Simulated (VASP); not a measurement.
# KBr (Pm-3m) in VASP: further runs, part 2 of 2

VASP 6.6.1. Earlier steps stand in the parts before.

## Step 3: Single point, LDA

run.py

```python
from ase.calculators.vasp import Vasp
from ase.dft.bandgap import bandgap
from ase.io import read

atoms = read('KBr.xyz')
calc = Vasp(
    directory='calc',
    xc='lda',
    pp='LDA',
    setups='gw',
    prec='Accurate',
    encut=550,
    ediff=1e-07,
    ismear=0,
    sigma=0.05,
    lreal=False,
    lasph=True,
    nelm=60,
    algo='Normal',
    isif=2,
    lwave=False,
    lcharg=False,
    kpts=[7, 7, 7],
    gamma=True,
)
atoms.calc = calc

print('energy (eV):', atoms.get_potential_energy())
print('free energy (eV):', atoms.get_potential_energy(force_consistent=True))
print('forces (eV/A):')
print(atoms.get_forces())
print('stress (eV/A^3, Voigt):', atoms.get_stress())
print('Fermi level (eV):', calc.get_fermi_level())
gap, top, bottom = bandgap(calc)
print('band gap (eV):', gap, 'from (spin, k, band)', top, 'to', bottom)
```

KBr.xyz

```xyz
2
Lattice="4.0434990000 0.0000000000 0.0000000000 0.0000000000 4.0434990000 0.0000000000 0.0000000000 0.0000000000 4.0434990000" Properties=species:S:1:pos:R:3 pbc="T T T"
Br     2.0217495000      2.0217495000      2.0217495000
K      0.0000000000      0.0000000000      0.0000000000
```

Potentials or basis: VASP PAW LDA potentials, release 64 (Br_GW, K_sv_GW).

Run with:

```
> python run.py
```

Standard output:

```text
energy (eV): -9.20671712
free energy (eV): -9.20671712
forces (eV/A):
[[0. 0. 0.]
 [0. 0. 0.]]
stress (eV/A^3, Voigt): [0.01666835 0.01666835 0.01666835 0.         0.         0.        ]
Fermi level (eV): 0.60064966
band gap (eV): 3.5035000000000003 from (spin, k, band) (0, np.int64(9), np.int64(7)) to (0, np.int64(0), np.int64(8))
```

OUTCAR:

```text
ENCUT = 550.000000
   EDIFF = 1.00e-07
   PREC = Accurate
   ISIF = 2
   ISMEAR = 0
   NELM = 60
   LASPH = .TRUE.
   LREAL = .FALSE.

 ion  position               nearest neighbor table
   1  0.500  0.500  0.500-
   2  0.000  0.000  0.000-

  LATTYP: Found a simple cubic cell.
 ALAT       =     4.0434990000

  Lattice vectors:

 A1 = (   4.0434990000,   0.0000000000,   0.0000000000)
 A2 = (   0.0000000000,   4.0434990000,   0.0000000000)
 A3 = (   0.0000000000,   0.0000000000,   4.0434990000)

Analysis of symmetry for initial positions (statically):
=====================================================================
 Subroutine PRICEL returns:
 Original cell was already a primitive cell.

 Routine SETGRP: Setting up the symmetry group for a
 simple cubic supercell.

 Subroutine GETGRP returns: Found 48 space group operations
 (whereof 48 operations were pure point group operations)
 out of a pool of 48 trial point group operations.

The static configuration has the point symmetry O_h .

Analysis of symmetry for dynamics (positions and initial velocities):
[... 168 lines left out ...]
      4     -11.6269      2.00000
      5     -11.6269      2.00000
      6       0.0264      2.00000
      7       0.0264      2.00000
      8       0.0264      2.00000
      9       3.7738      0.00000
     10       5.8805      0.00000
     11       5.8805      0.00000
     12       9.7656      0.00000
[... 271 lines left out ...]
 k-point    20 :       0.4286    0.4286    0.4286
  band No.  band energies     occupation
      1     -27.9399      2.00000
      2     -12.1684      2.00000
      3     -11.7396      2.00000
      4     -11.7396      2.00000
      5     -11.7375      2.00000
      6      -1.1174      2.00000
      7      -1.1174      2.00000
      8      -1.0937      2.00000
      9       7.1031      0.00000
     10       7.3800      0.00000
     11       7.3800      0.00000
     12       9.2356      0.00000

------------------------ aborting loop because EDIFF is reached ----------------------------------------

  FORCE on cell =-STRESS in cart. coord.  units (eV):
  Direction    XX          YY          ZZ          XY          YZ          ZX
  --------------------------------------------------------------------------------------
  -------------------------------------------------------------------------------------
  Total       -1.1019563     -1.1019563     -1.1019563     -0.0000000     -0.0000000     -0.0000000
  in kB      -26.7056368    -26.7056368    -26.7056368     -0.0000000     -0.0000000     -0.0000000
  external PRESSURE =     -26.7056368 kB  Pullay stress =       0.0000000 kB

 VOLUME and BASIS-vectors are now :
 -----------------------------------------------------------------------------
  energy-cutoff  :      550.00
  volume of cell :       66.11
      direct lattice vectors                 reciprocal lattice vectors
     4.043499000  0.000000000  0.000000000     0.247310559  0.000000000  0.000000000
     0.000000000  4.043499000  0.000000000     0.000000000  0.247310559  0.000000000
     0.000000000  0.000000000  4.043499000     0.000000000  0.000000000  0.247310559

 POSITION                                       TOTAL-FORCE (eV/Angst)
 -----------------------------------------------------------------------------------
      2.02175      2.02175      2.02175         0.000000      0.000000      0.000000
      0.00000      0.00000      0.00000         0.000000      0.000000      0.000000
 -----------------------------------------------------------------------------------
    total drift:                                0.000000      0.000000     -0.000000

  FREE ENERGIE OF THE ION-ELECTRON SYSTEM (eV)
  ---------------------------------------------------
  free  energy   TOTEN  =        -9.2067171241 eV

  energy  without entropy=       -9.2067171241  energy(sigma->0) =       -9.20671712
```

INCAR:

```text
ENCUT = 550.000000
SIGMA = 0.050000
EDIFF = 1.00e-07
ALGO = Normal
PREC = Accurate
ISIF = 2
ISMEAR = 0
NELM = 60
LASPH = .TRUE.
LCHARG = .FALSE.
LWAVE = .FALSE.
LREAL = .FALSE.
```

Wall time 25 s (1 thread of AMD EPYC 7R43 (Zen 3), shared host); peak memory 0.12 GiB.

What came out:

```yaml
Free_energy: -9.2067 eV
Pressure: -2.7 GPa
Band_gap_on_the_k_mesh: 3.50 eV, indirect (least direct gap 3.75 eV)
```

Levels at points of the mesh, in eV from the valence-band top:
```csv
k point,band 4,band 5,band 6,band 7,band 8,band 9,band 10,band 11,band 12
"(0.00, 0.00, 0.00)",-11.90,-11.90,-0.24,-0.24,-0.24,3.50,5.61,5.61,9.50
```

Caveat: an odd mesh through Γ misses points on the zone boundary, where band edges often lie.

## Step 4: Single point, LDA

INCAR

```
PREC = Accurate ; ENCUT = 520
EDIFF = 1E-7 ; ISMEAR = 0
SIGMA = 0.02 ; LREAL = False
LASPH = True ; NELM = 60
ALGO = Normal ; ISIF = 2
LWAVE = False ; LCHARG = True
GGA = CA ; LELF = True
LVHAR = True
```

KPOINTS

```
regular mesh
0
Gamma
  7 7 7
```

POSCAR

```
KBr
1.0
    4.0434990000      0.0000000000      0.0000000000
    0.0000000000      4.0434990000      0.0000000000
    0.0000000000      0.0000000000      4.0434990000
Br K
1 1
Cartesian
    2.0217495000      2.0217495000      2.0217495000
    0.0000000000      0.0000000000      0.0000000000
```

Potentials or basis: VASP PAW LDA potentials, release 64 (Br, K_sv).

Run with:

```
> cat potpaw_LDA.64/Br/POTCAR potpaw_LDA.64/K_sv/POTCAR > POTCAR
> mpirun -np 1 vasp_std > vasp.out
```

Run time: 6.9 s. Hardware: 1 thread of Intel Xeon 6975P-C (Granite Rapids), shared host; peak memory 0.14 GiB.

It converged, with:

```yaml
Free_energy: -6.6847 eV
Pressure: -2.6 GPa
Band_gap_on_the_k_mesh: 3.51 eV, indirect (least direct gap 3.75 eV)
```

Levels at points of the mesh, in eV from the valence-band top:
```csv
k point,band 4,band 5,band 6,band 7,band 8,band 9,band 10,band 11,band 12
"(0.00, 0.00, 0.00)",-11.91,-11.91,-0.24,-0.24,-0.24,3.51,5.61,5.61,9.53
```

Caveat: an odd mesh through Γ misses points on the zone boundary, where band edges often lie.

## Step 5: Single point, LDA

run.py, as its differences from that of step 3:

```diff
@@ -1,6 +1,11 @@
+from ase import Atoms
 from ase.calculators.vasp import Vasp
 from ase.dft.bandgap import bandgap
-from ase.io import read
 
-atoms = read('KBr.xyz')
+atoms = Atoms(
+    ['Br', 'K'],
+    cell=[[4.043499, 0.0, 0.0], [0.0, 4.043499, 0.0], [0.0, 0.0, 4.043499]],
+    scaled_positions=[[0.5, 0.5, 0.5], [0.0, 0.0, 0.0]],
+    pbc=True,
+)
 calc = Vasp(
@@ -9,11 +14,11 @@
     pp='LDA',
-    setups='gw',
+    setups='materialsproject',
     prec='Accurate',
-    encut=550,
-    ediff=1e-07,
+    encut=520,
+    ediff=1e-06,
     ismear=0,
-    sigma=0.05,
+    sigma=0.02,
     lreal=False,
     lasph=True,
-    nelm=60,
+    nelm=80,
     algo='Normal',
@@ -21,5 +26,8 @@
     lwave=False,
-    lcharg=False,
+    lcharg=True,
+    lelf=True,
+    lvhar=True,
     kpts=[7, 7, 7],
     gamma=True,
+    nbands=15,
 )
```

Potentials or basis: VASP PAW LDA potentials, release 64 (Br, K_sv).

Run with:

```
> python run.py
```

Standard output:

```text
energy (eV): -6.68465199
free energy (eV): -6.68465199
forces (eV/A):
[[0. 0. 0.]
 [0. 0. 0.]]
stress (eV/A^3, Voigt): [ 0.01656864  0.01656864  0.01656864  0.          0.         -0.        ]
Fermi level (eV): -0.86309611
band gap (eV): 3.5061999999999998 from (spin, k, band) (0, np.int64(9), np.int64(7)) to (0, np.int64(0), np.int64(8))
```

OUTCAR:

```text
ENCUT = 520.000000
   EDIFF = 1.00e-06
   PREC = Accurate
   ISIF = 2
   ISMEAR = 0
   NELM = 80
   LASPH = .TRUE.
   LREAL = .FALSE.

 ion  position               nearest neighbor table
   1  0.500  0.500  0.500-
   2  0.000  0.000  0.000-

  LATTYP: Found a simple cubic cell.
 ALAT       =     4.0434990000

  Lattice vectors:

 A1 = (   4.0434990000,   0.0000000000,   0.0000000000)
 A2 = (   0.0000000000,   4.0434990000,   0.0000000000)
 A3 = (   0.0000000000,   0.0000000000,   4.0434990000)

Analysis of symmetry for initial positions (statically):
=====================================================================
 Subroutine PRICEL returns:
 Original cell was already a primitive cell.

 Routine SETGRP: Setting up the symmetry group for a
 simple cubic supercell.

 Subroutine GETGRP returns: Found 48 space group operations
 (whereof 48 operations were pure point group operations)
 out of a pool of 48 trial point group operations.

The static configuration has the point symmetry O_h .

Analysis of symmetry for dynamics (positions and initial velocities):
[... 171 lines left out ...]
      7      -1.1957      2.00000
      8      -1.1957      2.00000
      9       2.5542      0.00000
     10       4.6527      0.00000
     11       4.6527      0.00000
     12       8.5822      0.00000
     13       8.5822      0.00000
     14       8.5822      0.00000
[... 329 lines left out ...]
      2     -13.3902      2.00000
      3     -12.9698      2.00000
      4     -12.9698      2.00000
      5     -12.9676      2.00000
      6      -2.3392      2.00000
      7      -2.3392      2.00000
      8      -2.3156      2.00000
      9       5.8902      0.00000
     10       6.1718      0.00000
     11       6.1718      0.00000
     12       8.0347      0.00000
     13       8.2524      0.00000
     14       8.2524      0.00000
     15      10.2020      0.00000

------------------------ aborting loop because EDIFF is reached ----------------------------------------

  FORCE on cell =-STRESS in cart. coord.  units (eV):
  Direction    XX          YY          ZZ          XY          YZ          ZX
  --------------------------------------------------------------------------------------
  -------------------------------------------------------------------------------------
  Total       -1.0953643     -1.0953643     -1.0953643      0.0000000      0.0000000     -0.0000000
  in kB      -26.5458801    -26.5458801    -26.5458801      0.0000000      0.0000000     -0.0000000
  external PRESSURE =     -26.5458801 kB  Pullay stress =       0.0000000 kB

 VOLUME and BASIS-vectors are now :
 -----------------------------------------------------------------------------
  energy-cutoff  :      520.00
  volume of cell :       66.11
      direct lattice vectors                 reciprocal lattice vectors
     4.043499000  0.000000000  0.000000000     0.247310559  0.000000000  0.000000000
     0.000000000  4.043499000  0.000000000     0.000000000  0.247310559  0.000000000
     0.000000000  0.000000000  4.043499000     0.000000000  0.000000000  0.247310559

 POSITION                                       TOTAL-FORCE (eV/Angst)
 -----------------------------------------------------------------------------------
      2.02175      2.02175      2.02175         0.000000      0.000000      0.000000
      0.00000      0.00000      0.00000         0.000000      0.000000      0.000000
 -----------------------------------------------------------------------------------
    total drift:                                0.000000      0.000000     -0.000000

  FREE ENERGIE OF THE ION-ELECTRON SYSTEM (eV)
  ---------------------------------------------------
  free  energy   TOTEN  =        -6.6846519924 eV

  energy  without entropy=       -6.6846519924  energy(sigma->0) =       -6.68465199
```

INCAR:

```text
ENCUT = 520.000000
SIGMA = 0.020000
EDIFF = 1.00e-06
ALGO = Normal
PREC = Accurate
ISIF = 2
ISMEAR = 0
NBANDS = 15
NELM = 80
LASPH = .TRUE.
LCHARG = .TRUE.
LELF = .TRUE.
LVHAR = .TRUE.
LWAVE = .FALSE.
LREAL = .FALSE.
```

Wall time 10 s (1 thread of Intel Xeon 6975P-C (Granite Rapids), shared host); peak memory 0.14 GiB.

Results:

- Free energy: -6.6847 eV
- Pressure: -2.7 GPa
- Band gap on the k mesh: 3.51 eV, indirect (least direct gap 3.75 eV)

Caveat: an odd mesh through Γ misses points on the zone boundary, where band edges often lie.
